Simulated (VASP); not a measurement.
# LiF (R-3m) in VASP: further runs

The runs below take LiF through single point, with PBE.

All numbers are computed with VASP 6.6.1; they aren't measurements. Logs are shortened: lines on timing, memory, paths and dates and some standing lists are left out, and cuts for length are marked.

### Step 1. Starting point

Symmetry: R-3m, No. 166, trigonal system. Conventional cell: a = 3.193 Å, b = 3.193 Å, c = 5.553 Å, α = 90.00°, β = 90.00°, γ = 120.00°. Li (site symmetry -3m) has 6 F at 2.06 Å as nearest neighbours. Around F (site symmetry -3m) lie 6 Li at 2.06 Å.

Measurements of this composition are mostly on another form, of space group No. 225.

### Step 2. Single point, PBE

The input, INCAR:

```
SYSTEM = LiF
PREC = Accurate
ENCUT = 520
EDIFF = 1E-6
ISMEAR = 0
SIGMA = 0.05
LREAL = .False.
LASPH = .True.
NELM = 100
ALGO = Fast
ISIF = 2
LWAVE = .False.
LCHARG = .False.
GGA = PE
NBANDS = 12
```

The input, KPOINTS:

```
Automatic mesh
0
Gamma
  12 12 12
  0 0 0
```

The input, POSCAR:

```
LiF
1.0
   -0.4364623187      1.8211013986      1.8211013986
    1.8211013986     -0.4364623187      1.8211013986
    1.8211013986      1.8211013986     -0.4364623187
Li F
1 1
Direct
    0.0000000000      0.0000000000      0.0000000000
    0.5000000000      0.5000000000      0.5000000000
```

Potentials or basis: VASP PAW PBE potentials, release 64 (Li_sv, F).

On the command line:

```console
$ cat potpaw_PBE.64/Li_sv/POTCAR potpaw_PBE.64/F/POTCAR > POTCAR
$ mpirun -np 1 vasp_std > vasp.out
```

OUTCAR:

```text
SYSTEM = LiF
   PREC = Accurate
   ENCUT = 520
   EDIFF = 1E-6
   ISMEAR = 0
   LREAL = .False.
   LASPH = .True.
   NELM = 100
   ISIF = 2
   GGA = PE

 ion  position               nearest neighbor table
   1  0.000  0.000  0.000-   2 2.06   2 2.06   2 2.06   2 2.06   2 2.06   2 2.06
   2  0.500  0.500  0.500-   1 2.06   1 2.06   1 2.06   1 2.06   1 2.06   1 2.06

  LATTYP: Found a trigonal (rhomboedric) cell.
 ALAT       =     2.6121485340
 COS(alpha) =     0.2530624440

  Lattice vectors:

 A1 = (  -0.4364623187,   1.8211013986,   1.8211013986)
 A2 = (   1.8211013986,  -0.4364623187,   1.8211013986)
 A3 = (   1.8211013986,   1.8211013986,  -0.4364623187)

Analysis of symmetry for initial positions (statically):
=====================================================================
 Subroutine PRICEL returns:
 Original cell was already a primitive cell.

 Routine SETGRP: Setting up the symmetry group for a
 trigonal (rhombohedral) supercell.

 Subroutine GETGRP returns: Found 12 space group operations
 (whereof 12 operations were pure point group operations)
 out of a pool of 12 trial point group operations.

The static configuration has the point symmetry D_3d.

Analysis of symmetry for dynamics (positions and initial velocities):
=====================================================================
 Subroutine PRICEL returns:
 Original cell was already a primitive cell.

 Routine SETGRP: Setting up the symmetry group for a
 trigonal (rhombohedral) supercell.

 Subroutine GETGRP returns: Found 12 space group operations
 (whereof 12 operations were pure point group operations)
 out of a pool of 12 trial point group operations.

The dynamic configuration has the point symmetry D_3d.

 Subroutine INISYM returns: Found 12 space group operations
 (whereof 12 operations are pure point group operations),
 and found     1 'primitive' translations

----------------------------------------------------------------------------------------

                                     Primitive cell

  volume of cell :      16.3384

  direct lattice vectors                    reciprocal lattice vectors
    -0.436462319  1.821101399  1.821101399    -0.191323452  0.251631931  0.251631931
     1.821101399 -0.436462319  1.821101399     0.251631931 -0.191323452  0.251631931
     1.821101399  1.821101399 -0.436462319     0.251631931  0.251631931 -0.191323452

  length of vectors
     2.612148534  2.612148534  2.612148534     0.404032079  0.404032079  0.404032079

  position of ions in fractional coordinates (direct lattice)
     0.000000000  0.000000000  0.000000000
     0.500000000  0.500000000  0.500000000

  ion indices of the primitive-cell ions
   primitive index   ion index
                 1           1
                 2           2

----------------------------------------------------------------------------------------

 KPOINTS: Automatic mesh

Automatic generation of k-mesh.
 Grid dimensions read from file:
 generate k-points for:   12   12   12

 Generating k-lattice:

  Cartesian coordinates                     Fractional coordinates (reciprocal lattice)
    -0.015943621  0.020969328  0.020969328     0.083333333  0.000000000  0.000000000
     0.020969328 -0.015943621  0.020969328     0.000000000  0.083333333  0.000000000
     0.020969328  0.020969328 -0.015943621     0.000000000  0.000000000  0.083333333

  Length of vectors
     0.033669340  0.033669340  0.033669340

  Shift w.r.t. Gamma in fractional coordinates (k-lattice)
     0.000000000  0.000000000  0.000000000

 Subroutine IBZKPT returns following result:
 ===========================================

 Found    189 irreducible k-points:

 Following reciprocal coordinates:
            Coordinates               Weight
  0.000000  0.000000  0.000000      1.000000
  0.083333 -0.000000 -0.000000      6.000000
  0.166667 -0.000000 -0.000000      6.000000
  0.250000  0.000000  0.000000      6.000000
  0.333333  0.000000 -0.000000      6.000000
  0.416667 -0.000000 -0.000000      6.000000
[... 16 lines left out ...]
  0.500000  0.166667  0.000000     12.000000
 -0.416667  0.166667 -0.000000     12.000000
 [... further k-points ...]
   k-points           NKPTS =    189   k-points in BZ     NKDIM =    189   number of bands    NBANDS=     12
   number of dos      NEDOS =    301   number of ions     NIONS =      2
   total plane-waves  NPLWV =   8000
   dimension x,y,z NGX =    20 NGY =   20 NGZ =   20
   dimension x,y,z NGXF=    40 NGYF=   40 NGZF=   40
   ions per type =               1   1
   NGX,Y,Z   is equivalent  to a cutoff of  12.73, 12.73, 12.73 a.u.
   NGXF,Y,Z  is equivalent  to a cutoff of  25.46, 25.46, 25.46 a.u.
 SYSTEM =  LiF
   PREC   = accura    normal or accurate (medium, high low for compatibility)
   ISTART =      0    job   : 0-new  1-cont  2-samecut
   ICHARG =      2    charge: 1-file 2-atom 10-const
   ISPIN  =      1    spin polarized calculation?
   LNONCOLLINEAR =      F non collinear calculations
   LSORBIT =      F    spin-orbit coupling
   LASPH  =      T    aspherical Exc in radial PAW
   ENCUT  =  520.0 eV  38.22 Ry    6.18 a.u.   4.86  4.86  4.86*2*pi/ulx,y,z
   NELM   =    100;   NELMIN=  2; NELMDL= -5     # of ELM steps
   EDIFF  = 0.1E-05   stopping-criterion for ELM
   LREAL  =      F    real-space projection
   EDIFFG = 0.1E-04   stopping-criterion for IOM
   NSW    =      0    number of steps for IOM
   IBRION =     -1    ionic relax: 0-MD 1-quasi-New 2-CG
   NFREE  =      0    steps in history (QN), initial steepest desc. (CG)
   ISIF   =      2    stress and relaxation
   ISYM   =      2    0-nonsym 1-usesym 2-fastsym
   POTIM  = 0.5000    time-step for ionic-motion
   TEBEG  =    0.0;   TEEND  =   0.0 temperature during run
   PSTRESS=    0.0 pullay stress
   NELECT =      10.0000    total number of electrons
   NUPDOWN=      -1.0000    fix difference up-down
   EMIN   =  10.00;   EMAX   =-10.00  energy-range for DOS
   EFERMI =   0.00;   METHOD = LEGACY
   ISMEAR =     0;   SIGMA  =   0.05  broadening in eV -4-tet -1-fermi 0-gaus
   EFERMI_NEDOS =   21; number of points for ismear=-14 and -15
   IALGO  =     68    algorithm
   IMIX   =      4    mixing-type and parameters
     AMIX     =   0.40;   BMIX     =  1.00
     AMIX_MAG =   1.60;   BMIX_MAG =  1.00
  volume/ion in A,a.u.               =       8.17        55.13
  Fermi-wavevector in a.u.,A,eV,Ry     =   1.389970  2.626662 26.286674  1.932016
  Thomas-Fermi vector in A             =   2.513950
   LORBIT       =      0    0 simple, 1 ext, 2 COOP (PROOUT), +10 PAW based schemes
   GGA     = PE    functional components
   LHFCALC =     F    Hartree Fock is set to
   AEXX    =    0.0000 exact exchange contribution
   IVDW    =     0    specifies the selected vdW correction
   LEPSILON=     F    determine dielectric tensor
   LRPA    =     F    only Hartree local field effects (RPA)
 non-spin polarized calculation
 RMM-DIIS sequential band-by-band and
 Gauss-broadening in eV      SIGMA  =   0.05
  energy-cutoff  :      520.00
  volume of cell :       16.34
 maximum number of plane-waves:       450
   NGX =  9   NGY =  9   NGZ =  9

 number of electron      10.0000000 magnetization

 number of electron       9.9999994 magnetization

 Free energy of the ion-electron system (eV)
  ---------------------------------------------------
  ext. energy  EPLUGINS =         0.00000000
  ---------------------------------------------------
  free energy    TOTEN  =        -9.31664203 eV

  energy without entropy =       -9.31664203  energy(sigma->0) =       -9.31664203

 E-fermi :   0.2673     XC(G=0): -10.0082

 val. band max:       -0.1220261674   @ k =   0.0000   0.0000   0.0000
 cond. band min:       7.9892082205   @ k =   0.0000   0.0000   0.0000
 fundamental gap:      8.1112343879
 Fermi energy:         0.2672783704

 k-point     1 :       0.0000    0.0000    0.0000
  band No.  band energies     occupation
      1     -42.2505      2.00000
      2     -20.8104      2.00000
      3      -1.0102      2.00000
      4      -1.0102      2.00000
      5      -0.1220      2.00000
      6       7.9892      0.00000
      7      20.3558      0.00000
      8      20.3558      0.00000
      9      21.6253      0.00000
     10      22.1402      0.00000
     11      22.1402      0.00000
     12      32.6109      0.00000

 k-point     2 :       0.0833   -0.0000   -0.0000
  band No.  band energies     occupation
      1     -42.2471      2.00000
      2     -20.7844      2.00000
      3      -1.1697      2.00000
      4      -0.9968      2.00000
      5      -0.1838      2.00000
      6       8.1740      0.00000
      7      18.7876      0.00000
      8      20.3485      0.00000
      9      21.9154      0.00000
     10      22.1039      0.00000
     11      23.8134      0.00000
     12      31.9063      0.00000

 k-point     3 :       0.1667   -0.0000   -0.0000
  band No.  band energies     occupation
      1     -42.2377      2.00000
      2     -20.7118      2.00000
      3      -1.6537      2.00000
      4      -0.9596      2.00000
      5      -0.2610      2.00000
      6       8.6238      0.00000
      7      17.0962      0.00000
      8      20.1225      0.00000
      9      21.9825      0.00000
     10      22.3014      0.00000
     11      26.5306      0.00000
     12      30.7776      0.00000
[... 286 lines left out ...]
 k-point    23 :       0.5000    0.1667    0.0000
  band No.  band energies     occupation
      1     -42.1911      2.00000
      2     -20.2871      2.00000
      3      -3.4531      2.00000
      4      -1.4108      2.00000
      5      -0.4611      2.00000
      6      10.7027      0.00000
      7      14.5848      0.00000
      8      18.0258      0.00000
      9      20.7718      0.00000
     10      24.6113      0.00000
     11      29.7348      0.00000
     12      30.6203      0.00000

 k-point    24 :      -0.4167    0.1667   -0.0000
  band No.  band energies     occupation
      1     -42.1928      2.00000
      2     -20.3097      2.00000
      3      -3.3548      2.00000
      4      -1.4895      2.00000
      5      -0.4464      2.00000
      6      10.7544      0.00000
      7      14.4374      0.00000
      8      17.9169      0.00000
      9      20.8268      0.00000
     10      25.6966      0.00000
     11      29.0778      0.00000
     12      31.2601      0.00000

 [... further k-points ...]

------------------------ aborting loop because EDIFF is reached ----------------------------------------

  FORCE on cell =-STRESS in cart. coord.  units (eV):
  Direction    XX          YY          ZZ          XY          YZ          ZX
  --------------------------------------------------------------------------------------
  -------------------------------------------------------------------------------------
  Total        0.2193501      0.2193501      0.2193501      0.6679836      0.6679836      0.6679836
  in kB       21.5099789     21.5099789     21.5099789     65.5040228     65.5040228     65.5040228
  external PRESSURE =      21.5099789 kB  Pullay stress =       0.0000000 kB

 VOLUME and BASIS-vectors are now :
 -----------------------------------------------------------------------------
  energy-cutoff  :      520.00
  volume of cell :       16.34
      direct lattice vectors                 reciprocal lattice vectors
    -0.436462319  1.821101399  1.821101399    -0.191323452  0.251631931  0.251631931
     1.821101399 -0.436462319  1.821101399     0.251631931 -0.191323452  0.251631931
     1.821101399  1.821101399 -0.436462319     0.251631931  0.251631931 -0.191323452

 POSITION                                       TOTAL-FORCE (eV/Angst)
 -----------------------------------------------------------------------------------
      0.00000      0.00000      0.00000         0.000000      0.000000      0.000000
      1.60287      1.60287      1.60287        -0.000000     -0.000000     -0.000000
 -----------------------------------------------------------------------------------
    total drift:                                0.000000      0.000000      0.000000

  FREE ENERGIE OF THE ION-ELECTRON SYSTEM (eV)
  ---------------------------------------------------
  free  energy   TOTEN  =        -9.3166420336 eV

  energy  without entropy=       -9.3166420336  energy(sigma->0) =       -9.31664203
```

Run time: 22 s. Hardware: 1 thread of AMD EPYC 9R45 (Zen 5), shared host; peak memory 0.11 GiB.

What came out:

```yaml
Free_energy: -9.3166 eV
Band_gap_on_the_k_mesh: 8.11 eV, direct
```

Caveat: the cutoff is under 1.25 times the usual one of these potentials, so pressure, stress and relaxed cells hold a basis-set (Pulay) error.

### Step 3. Single point, PBE

This run uses another cell than the first one, of the same volume but with other edges.

The input, INCAR:

```
PREC = Accurate ; ENCUT = 520
EDIFF = 1E-7 ; ISMEAR = 0
SIGMA = 0.05 ; LREAL = F
LASPH = T ; NELM = 60
ALGO = Normal ; ISIF = 2
LWAVE = F ; LCHARG = F
GGA = PE ; NBANDS = 12
```

The input, KPOINTS:

```
Automatic mesh
0
Gamma
  12 12 12
```

The input, POSCAR:

```
LiF
1.0
    0.1046928307      2.0676834056      2.0676834056
    2.0676834056      0.1046928307      2.0676834056
    2.0676834056      2.0676834056      0.1046928307
Li F
1 1
Direct
    0.0000000000      0.0000000000      0.0000000000
    0.5000000000      0.5000000000      0.5000000000
```

Potentials or basis: VASP PAW PBE potentials, release 64 (Li_sv, F).

On the command line:

```console
$ cat potpaw_PBE.64/Li_sv/POTCAR potpaw_PBE.64/F/POTCAR > POTCAR
$ mpirun -np 1 vasp_std > vasp.out
```

It took 24 s on 1 thread of AMD EPYC 9R45 (Zen 5), shared host; peak memory 0.12 GiB.

The run converged. Its results:

| Property | Result |
| --- | --- |
| Free energy | -9.6105 eV |
| Band gap on the k mesh | 8.89 eV, direct |

Levels at points of the mesh, in eV from the valence-band top:
```tsv
k point	band 2	band 3	band 4	band 5	band 6	band 7	band 8	band 9
(0.00, 0.00, 0.00)	-20.14	-0.46	0.00	0.00	8.89	22.60	22.93	24.13
(0.50, 0.00, 0.00)	-19.65	-2.66	-0.56	-0.32	10.45	16.85	18.06	18.88
(0.50, 0.50, 0.00)	-19.42	-3.16	-1.37	-0.92	14.54	16.18	17.43	19.69
(0.50, 0.50, 0.50)	-19.82	-2.74	-0.16	-0.16	10.92	15.72	19.73	19.73
```

Caveat: the cutoff is under 1.25 times the usual one of these potentials, so pressure, stress and relaxed cells hold a basis-set (Pulay) error. A k mesh can miss the band edges.

### Step 4. Single point, PBE

This run uses another cell than the first one, of the same volume but with other edges.

The input, INCAR:

```
PREC = Accurate ; ENCUT = 520
EDIFF = 1E-7 ; ISMEAR = 0
SIGMA = 0.05 ; LREAL = F
LASPH = T ; NELM = 100
ALGO = Normal ; ISIF = 2
LWAVE = F ; LCHARG = T
GGA = PE ; LELF = T
LVHAR = T ; NBANDS = 12
```

KPOINTS is that of step 3.

The input, POSCAR:

```
LiF
1.0
    0.2526995416      2.1479461038      2.1479461038
    2.1479461038      0.2526995416      2.1479461038
    2.1479461038      2.1479461038      0.2526995416
Li F
1 1
Direct
    0.0000000000      0.0000000000      0.0000000000
    0.5000000000      0.5000000000      0.5000000000
```

On the command line:

```console
$ cat potpaw_PBE.64/Li_sv/POTCAR potpaw_PBE.64/F/POTCAR > POTCAR
$ mpirun -np 1 vasp_std > vasp.out
```

It took 25 s on 1 thread of AMD EPYC 9R45 (Zen 5), shared host; peak memory 0.12 GiB.

It converged, with:

* Free energy: -9.4710 eV
* Band gap on the k mesh: 8.40 eV, direct

Levels at points of the mesh, in eV from the valence-band top:
```csv
k point,band 1,band 2,band 3,band 4,band 5,band 6,band 7,band 8,band 9,band 10
"(0.00, 0.00, 0.00)",-41.62,-20.44,-1.20,0.00,0.00,8.40,20.70,21.12,24.33,24.33
"(0.50, 0.00, 0.00)",-41.55,-19.83,-2.96,-1.05,-0.45,9.71,16.83,17.12,18.85,28.14
"(0.50, 0.50, 0.00)",-41.54,-19.66,-3.44,-1.88,-0.86,13.71,15.46,17.60,19.19,20.66
"(0.50, 0.50, 0.50)",-41.58,-20.26,-3.12,-0.09,-0.09,11.07,14.21,20.81,20.81,31.48
```

Caveat: the cutoff is under 1.25 times the usual one of these potentials, so pressure, stress and relaxed cells hold a basis-set (Pulay) error. A k mesh can miss the band edges.
